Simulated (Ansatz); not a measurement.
Input of an Ansatz 0.2.0 run:

input.yaml

```yaml
crystal:
  lattice:
    - [0.0, 2.25676728, 2.25676728]
    - [2.25676728, 0.0, 2.25676728]
    - [2.25676728, 2.25676728, 0.0]
  atoms:
    - { symbol: Al, position: [0.75, 0.75, 0.75] }
    - { symbol: Cu, position: [0.0, 0.0, 0.0] }
hamiltonian:
  xc: lda
  pseudopotentials: { kind: paw }
kpoints:
  mp_grid: { grid: [10, 10, 10] }
scf:
  occupations: { method: fermi_dirac, width: 0.05 }
  n_extra_bands: 6
output:
  forces: true
  stress: true
  eigenvalues: true
  dos: { projected: false, de: 0.05, nscf_kmesh: { grid: [15, 15, 15] } }
```

Potentials or basis: Ansatz PAW.

Run with:

```bash
$ ansatz run input.yaml --threads 2 --pin off --max-ram 5632MiB --backend cpu --events-out ev --progress --plain --runs-dir out
```

Q: What does it give for the band gap on the k mesh?

A: None (metal or under the smearing width).

Q: Estimate the density of states at the Fermi level.

A: 0.61 states/eV per cell.

States per cell in windows of 1 eV (zero at the Fermi level; states under -8 eV left out):
| from (eV) | total |
| --- | --- |
| -8.0 | 0.88 |
| -7.0 | 4.58 |
| -6.0 | 4.64 |
| -5.0 | 0.70 |
| -4.0 | 0.48 |
| -3.0 | 0.60 |
| -2.0 | 0.51 |
| -1.0 | 0.56 |
| 0.0 | 0.65 |
| 1.0 | 0.78 |
| 2.0 | 0.71 |
| 3.0 | 0.62 |
| 4.0 | 0.52 |
| 5.0 | 0.46 |
| 6.0 | 0.51 |
| 7.0 | 0.69 |
